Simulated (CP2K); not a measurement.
# How the settings of CP2K move a run on BaO

Simulated with CP2K 2026.2. This is a test of settings. The cell began as a measured structure and was relaxed with r2SCAN in plane waves (Ansatz 0.2.0). All runs are without spin polarisation.

It is cubic, Fm-3m (No. 225); conventional cell a = 5.544 Å, 21.30 Å³ an atom. Ba has 6 O at 2.77 Å; O has 6 Ba at 2.77 Å.

The base run uses PBE in the SZV-MOLOPT-SR basis.

```
&GLOBAL
 PROJECT run
 RUN_TYPE ENERGY_FORCE
 PRINT_LEVEL LOW
&END GLOBAL
&FORCE_EVAL
 METHOD QS
 STRESS_TENSOR ANALYTICAL
 &DFT
  BASIS_SET_FILE_NAME BASIS_MOLOPT
  POTENTIAL_FILE_NAME GTH_POTENTIALS
  &QS
   EXTRAPOLATION USE_GUESS
  &END QS
  &MGRID
   CUTOFF 500
   REL_CUTOFF 50
  &END MGRID
  &XC
   &XC_FUNCTIONAL PBE
   &END XC_FUNCTIONAL
  &END XC
  &KPOINTS
   SCHEME MONKHORST-PACK 5 5 5
   SYMMETRY F
   FULL_GRID F
  &END KPOINTS
  &SCF
   ADDED_MOS 8
   EPS_SCF 1e-6
   MAX_SCF 80
   &DIAGONALIZATION
   &END DIAGONALIZATION
   &MIXING
    METHOD BROYDEN_MIXING
    ALPHA 0.3
   &END MIXING
   &SMEAR
    METHOD FERMI_DIRAC
    ELECTRONIC_TEMPERATURE [K] 232
   &END SMEAR
   &PRINT
    &ITERATION_INFO
    &END ITERATION_INFO
   &END PRINT
  &END SCF
  &PRINT
   &BAND_STRUCTURE
    FILE_NAME bands.bs
    ADDED_MOS 6
    &KPOINT_SET
     UNITS B_VECTOR
     SPECIAL_POINT 0.00000000 0.00000000 0.00000000
     NPOINTS 0
    &END KPOINT_SET
    &KPOINT_SET
     UNITS B_VECTOR
     SPECIAL_POINT 0.50000000 0.00000000 0.50000000
     NPOINTS 0
    &END KPOINT_SET
    &KPOINT_SET
     UNITS B_VECTOR
     SPECIAL_POINT 0.62500000 0.25000000 0.62500000
     NPOINTS 0
    &END KPOINT_SET
    &KPOINT_SET
     UNITS B_VECTOR
     SPECIAL_POINT 0.37500000 0.37500000 0.75000000
     NPOINTS 0
    &END KPOINT_SET
    &KPOINT_SET
     UNITS B_VECTOR
     SPECIAL_POINT 0.50000000 0.50000000 0.50000000
     NPOINTS 0
    &END KPOINT_SET
    &KPOINT_SET
     UNITS B_VECTOR
     SPECIAL_POINT 0.50000000 0.25000000 0.75000000
     NPOINTS 0
    &END KPOINT_SET
    &KPOINT_SET
     UNITS B_VECTOR
     SPECIAL_POINT 0.00000000 0.50000000 0.50000000
     NPOINTS 0
    &END KPOINT_SET
   &END BAND_STRUCTURE
  &END PRINT
 &END DFT
 &SUBSYS
  &CELL
   A 3.92011917 0.00000000 0.00000000
   B 1.96005958 3.39492279 0.00000000
   C 1.96005958 1.13164093 3.20076390
  &END CELL
  &COORD
   SCALED
   Ba 0.00000000 -0.00000000 -0.00000000
   O 0.50000000 0.50000000 0.50000000
  &END COORD
  &KIND Ba
   BASIS_SET SZV-MOLOPT-SR-GTH
   POTENTIAL GTH-PBE
  &END KIND
  &KIND O
   BASIS_SET SZV-MOLOPT-SR-GTH
   POTENTIAL GTH-PBE
  &END KIND
 &END SUBSYS
 &PRINT
  &STRESS_TENSOR
  &END STRESS_TENSOR
  &FORCES
  &END FORCES
 &END PRINT
&END FORCE_EVAL
```

Command: `cp2k.psmp -i run.inp`. It took 5.8 s on 2 threads of Arm Neoverse V2 (shared host), peak memory 0.23 GiB.

It converged with no gap (an overlap of 0.20 eV at the points read) and a pressure of 27.16 GPa (positive in compression). Pressures on CP2K's grid carry noise of some tenths of a GPa.

Each further run moved one setting: ELECTRONIC_TEMPERATURE (smearing temperature in K); XC_FUNCTIONAL (functional, with the PBE potentials kept); CUTOFF (density grid cutoff in Ry); KPOINTS (Monkhorst-Pack mesh). Changes are from the base run, which isn't itself converged in every setting; energies of another Hamiltonian, functional, basis or charge aren't compared, and those at a high electronic temperature are mostly its entropy term. CP2K's gap is over the listed points.

```json
{"setting": "ELECTRONIC_TEMPERATURE = 3000", "how it ended": "converged", "gap change (eV)": "0.00", "energy change (meV/atom)": "-11.3", "pressure change (GPa)": "0.11", "time (s)": "4.8"}
{"setting": "XC_FUNCTIONAL = BP", "how it ended": "converged", "gap change (eV)": "0.03", "energy change (meV/atom)": "–", "pressure change (GPa)": "-0.35", "time (s)": "5.7"}
{"setting": "CUTOFF = 1000", "how it ended": "converged", "gap change (eV)": "0.00", "energy change (meV/atom)": "0.9", "pressure change (GPa)": "-0.02", "time (s)": "8.2"}
{"setting": "ELECTRONIC_TEMPERATURE = 50", "how it ended": "converged", "gap change (eV)": "0.00", "energy change (meV/atom)": "0.4", "pressure change (GPa)": "0.00", "time (s)": "5.6"}
{"setting": "KPOINTS = 4x4x4", "how it ended": "converged", "gap change (eV)": "0.00", "energy change (meV/atom)": "-0.7", "pressure change (GPa)": "-0.13", "time (s)": "4.5"}
{"setting": "KPOINTS = 1x1x1 (poor on purpose)", "how it ended": "converged", "gap change (eV)": "0.02", "energy change (meV/atom)": "3594.8", "pressure change (GPa)": "51.79", "time (s)": "15"}
```

CUTOFF = 1000 changes nothing that matters here. ELECTRONIC_TEMPERATURE = 50 changes nothing that matters here.

Spin-orbit coupling is left out.
